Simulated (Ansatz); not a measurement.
Two isomers of C3H4N2: A = `N=C1CC1=N`, B = `c1c[nH]cn1`.

Isolated molecules relaxed with PBE0-D4/def2-TZVP in Ansatz; ΔE leaves out vibrations. CCSD(T)/CBS adds triple-zeta CCSD(T) − MP2 to the extrapolated MP2 energy (def2 sets, frozen cores). This one scheme is used for every species. DFT in def2-TZVPP. B3LYP here is the variant with VWN-RPA as its local correlation; programs differ in this. One conformer a species, not always the lowest.

(1) Which isomer does CCSD(T)/CBS put lower? Give the gap. (An estimate is asked.)

(2) Give E(B) − E(A) in kcal/mol with r2SCAN-D4, CCSD(T)/def2-SVP, PBE0-D4, B3LYP, ωB97M-V, CCSD(T)/def2-TZVPP, PBE-D4. (An estimate is asked.)

(3) Does the order hold for the free energy at 298.15 K (harmonic terms from PBE0-D4)? (An estimate is asked.)

Largest T1 diagnostic: 0.013.

## Answers

(1) Ansatz gave: B, by 66.3 kcal/mol.

(2) The calculation gave: r2SCAN-D4 -65.1, CCSD(T)/def2-SVP -66.1, PBE0-D4 -66.4, B3LYP -63.0, ωB97M-V -65.8, CCSD(T)/def2-TZVPP -64.7, PBE-D4 -62.5. None reverses the order clearly.

(3) Ansatz gave: Yes: G(B) − G(A) = -62.9 kcal/mol, for one conformer each.

Leaving LDA and LC-ωPBE aside and taking each functional with its dispersion term where it has one, the values, not all of them listed here, spread over 9.6 kcal/mol, from PBE-QIDH to BLYP-D4. LDA lies −9.1 kcal/mol from PBE without D4. From PBE to PBE0 (25 % exact exchange), in def2-TZVPP and without D4, E(B) − E(A) moves by −4.1 kcal/mol.
